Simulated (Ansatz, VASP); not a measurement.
Given: the input of a run of VASP 6.6.1 on SiC (Moissanite 3C).

File INCAR:

```
SYSTEM = SiC
PREC = Accurate
ENCUT = 520
EDIFF = 1E-6
ISMEAR = 0
SIGMA = 0.03
LREAL = .False.
LASPH = .True.
NELM = 100
ALGO = Normal
ISIF = 2
LWAVE = .False.
LCHARG = .False.
GGA = PE
NBANDS = 11
```

The input KPOINTS:

```
regular mesh
0
Gamma
  10 10 10
  0 0 0
```

Contents of POSCAR:

```
SiC
1.0
    0.0000000000      2.1790000000      2.1790000000
    2.1790000000      0.0000000000      2.1790000000
    2.1790000000      2.1790000000      0.0000000000
Si C
1 1
Direct
    0.0000000000      0.0000000000      0.0000000000
    0.7500000000      0.7500000000      0.7500000000
```

Potentials or basis: VASP PAW PBE potentials, release 64 (Si, C).

Launch:

```console
$ cat potpaw_PBE.64/Si/POTCAR potpaw_PBE.64/C/POTCAR > POTCAR
$ mpirun -np 1 vasp_std > vasp.out
```

Question: Translate it to Ansatz 0.2.0. Potentials there: Ansatz PAW.

Answer: As run (the cutoff follows the program's own potentials):

Contents of input.yaml:

```yaml
crystal:
  lattice:
    - [0.0, 2.179, 2.179]
    - [2.179, 0.0, 2.179]
    - [2.179, 2.179, 0.0]
  atoms:
    - { symbol: Si, position: [0.0, 0.0, 0.0] }
    - { symbol: C, position: [0.75, 0.75, 0.75] }
hamiltonian:
  xc: pbe
  pseudopotentials: { kind: paw }
kpoints:
  mp_grid: { grid: [10, 10, 10] }
scf:
  occupations: { method: gaussian, width: 0.03 }
output:
  forces: true
  stress: true
  eigenvalues: true
```

Potentials or basis: Ansatz PAW.

Launch:

```console
$ ansatz run input.yaml --threads 2 --pin off --max-ram 5632MiB --backend cpu --events-out ev --progress --plain --runs-dir out
```

Both were run:

|  | VASP | Ansatz | Ansatz less VASP |
| --- | --- | --- | --- |
| gap on the k mesh at the Fermi level (eV) | 1.36 | 1.36 | +0.003 |
| least direct gap on the mesh (eV) | 4.54 | 4.55 | +0.004 |
| pressure (GPa) | 3.2 | 3.3 | +0.06 |

A k mesh can miss the band edges. As with any semilocal functional, this PBE gap is likely too small.
